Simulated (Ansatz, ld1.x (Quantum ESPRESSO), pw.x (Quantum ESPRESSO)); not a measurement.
**What a changed setting does to a pw.x run (fcc S)**

Potential: norm-conserving RRKJ (Kleinman–Bylander form), ld1.x (Quantum ESPRESSO) 7.5, PBE; core [Ne], reference 3s2 3p4; waves: 3s (bound): rc 1.40 bohr; 3p (bound): rc 1.45 bohr; 3d channel at 0.45 Ry: rc 1.50 bohr; local part: all-electron potential smoothed inside 1.25 bohr (lloc = -1); core correction: none; rho0 0.005.

The reference run (k-mesh 14³, cutoffs 100/400 Ry, Fermi–Dirac 0.01 Ry, mixing_beta 0.4, conv_thr 1e-9, no spin) gives -0.43 GPa at 15.941 Å³/atom, where all-electron LAPW gives -0.09 GPa. This run, with its own iteration cap, changes k-mesh shift to 1.

```
&control
  calculation='scf', prefix='x', pseudo_dir='./', outdir='./tmp', tstress=.true., disk_io='none'
/
&system
  ibrav=0, nat=1, ntyp=1, ecutwfc=100, ecutrho=400, nbnd=10,
  occupations='smearing', smearing='fd', degauss=0.01
/
&electrons
  conv_thr=1e-09, mixing_beta=0.4, electron_maxstep=50
/
ATOMIC_SPECIES
S 1.0 S.UPF
CELL_PARAMETERS angstrom
  0.00000000 1.99753864 1.99753864
  1.99753864 0.00000000 1.99753864
  1.99753864 1.99753864 0.00000000
ATOMIC_POSITIONS crystal
S 0.0000 0.0000 0.0000
K_POINTS automatic
14 14 14 1 1 1
```

```bash
pw.x < S.scf.in > S.scf.out
```

Problem. How does the run end?

Solution. It converges in 6 iterations; the free energy moves by -1.9 meV/atom and the pressure by +0.07 GPa.

```
Message from routine setup:
     using ibrav=0 with symmetry is DISCOURAGED, use correct ibrav instead
     lattice parameter (alat)  =       5.3384  a.u.
     unit-cell volume          =     107.5752 (a.u.)^3
     number of electrons       =         6.00
     number of Kohn-Sham states=           10
     kinetic-energy cutoff     =     100.0000  Ry
     charge density cutoff     =     400.0000  Ry
     scf convergence threshold =      1.0E-09
     Exchange-correlation= PBE
     number of k points=   280  Fermi-Dirac smearing, width (Ry)=  0.0100
     iteration #  1     ecut=   100.00 Ry     beta= 0.40
     total energy              =     -20.34997482 Ry
     estimated scf accuracy    <       0.00087286 Ry
     iteration #  2     ecut=   100.00 Ry     beta= 0.40
     total energy              =     -20.34996514 Ry
     estimated scf accuracy    <       0.00020457 Ry
     iteration #  3     ecut=   100.00 Ry     beta= 0.40
     total energy              =     -20.34999047 Ry
     estimated scf accuracy    <       0.00000327 Ry
     iteration #  4     ecut=   100.00 Ry     beta= 0.40
     total energy              =     -20.34999095 Ry
     estimated scf accuracy    <       0.00000002 Ry
     iteration #  5     ecut=   100.00 Ry     beta= 0.40
     total energy              =     -20.34999096 Ry
     estimated scf accuracy    <          2.0E-09 Ry
     iteration #  6     ecut=   100.00 Ry     beta= 0.40
     the Fermi energy is     8.9626 ev
!    total energy              =     -20.34999096 Ry
     estimated scf accuracy    <          9.8E-11 Ry
     smearing contrib. (-TS)   =      -0.00372578 Ry
     The total energy is F=E-TS. E is the sum of the following terms:
     one-electron contribution =       4.97893611 Ry
     hartree contribution      =       0.96237455 Ry
     xc contribution           =      -4.42482907 Ry
     ewald contribution        =     -21.86274677 Ry
     convergence has been achieved in   6 iterations
          total   stress  (Ry/bohr**3)                   (kbar)     P=       -3.55
     Message from routine punch:
     Nothing written, as per user request (disk_io='none')
```

The run took about 99 s on one core of a shared host (Neoverse-N1, 64 threads, 498 GiB, load 12).
